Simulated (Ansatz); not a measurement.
A single-point run of Ansatz (plane waves, PAW) on InP (zincblende), with the lines that name the functional removed. The cell was relaxed with r2SCAN and then strained (epitaxial +0.86 % in the xy plane, free normal strain -0.97 %), with the atoms relaxed again with r2SCAN; k points keep the names of the unstrained zone.

```
In P
1.0
     0.00000    2.97919    2.92508
     2.97919    0.00000    2.92508
     2.97919    2.97919    0.00000
In P
1 1
Direct
  0.00000 0.00000 0.00000
  0.25000 0.25000 0.25000
```

```
scf.n_extra_bands = 4 over 9 filled bands (N_el = 18.0): the run solves 13 bands
Crystal: 2 atoms, lattice volume = 51.924 Å³
Basis set: ecut = 500 eV, 1323 PW (Γ)
Symmetry: 8 space group operations
Space group: I-4m2 (ITA 119)
k-points: 59 of 512 (time reversal used)
SCF 1 converged in 6 iterations: F = -6371.735790 eV  dr2 = 5.27e-8
NSCF: frozen V_eff on 6 k-points
SCF converged after 6 iterations
Free energy (F): -6371.735790 eV
Fermi energy:    6.484945 eV
--- Stress (GPa, compression-positive) ---
       -0.792351       0.000000       0.000000
        0.000000      -0.792351       0.000000
        0.000000       0.000000      -0.000985
  P = ⅓ Tr σ = -0.5286 GPa (-5.286 kbar)
--- Band table (eV; the first three rows and the last of 59) ---
  k-point 0: bands = […, -8.0709, -8.0681, -5.3551, 6.3990, 6.3990, 6.4849, 7.4094, 10.8337, 10.8659, 10.8659]
  k-point 1: bands = […, -8.0710, -8.0676, -5.1765, 4.9296, 6.2120, 6.2810, 8.3298, 10.9786, 11.1370, 11.1436]
  k-point 2: bands = […, -8.0692, -8.0643, -4.6799, 3.0045, 5.8338, 5.9257, 8.5004, 11.5317, 11.5695, 12.0945]
  k-point 58: bands = […, -8.1204, -8.0323, -2.9737, 0.7659, 4.0558, 4.0558, 8.4169, 8.8482, 16.2185, 16.4882]
```

bands.tsv, columns around the gap (it counts bands from 0):
```tsv
# k_distance	band_4	band_5	band_6	band_7	band_8	band_9	band_10	band_11	band_12
# fermi_ev = 6.484945
# [0, 0, 0] at k_distance = 0.000000
# [-0.5, -0.5, 0] at k_distance = 1.074019
# [-0.375, -0.375, 0.25] at k_distance = 1.446845
# [-0.375, 0, 0.375] at k_distance = 2.094606
# [0, 0, 0.5] at k_distance = 2.742366
# [-0.5, -0.25, 0.25] at k_distance = 3.494947
# levels_relative_to = fermi_ev
0.000	-14.553	-11.840	-0.086	-0.086	0.000	0.924	4.349	4.381	4.381
1.074	-14.517	-9.459	-5.719	-2.429	-2.429	1.932	2.363	9.734	10.003
1.447	-14.531	-9.494	-5.601	-3.317	-2.049	2.499	4.519	7.836	7.901
2.095	-14.536	-9.527	-5.671	-3.323	-1.944	2.638	4.672	7.787	7.898
2.742	-14.538	-10.143	-5.769	-1.079	-0.959	1.714	5.022	5.153	7.424
3.495	-14.537	-9.423	-5.626	-2.985	-2.917	4.470	4.545	5.819	6.459
```
In order the rows are Γ, X, U, K, L, W.

Task: Which level of theory was used?
A. PBE
B. r2SCAN
C. HSE06
D. LDA

Result: B. r2SCAN. The cutoff of 500 eV is the one that these potentials recommend for a meta-GGA. There is no exchange loop, so no exact exchange. With r2SCAN the gap is 0.92 eV and direct, at Γ. The log narrows the family; the member has to be judged from the numbers.

The values are computed, spin-unpolarised, and not measurements.

No spin-orbit coupling is included; it can move band edges with weight on the heavy atoms by tenths of an eV.
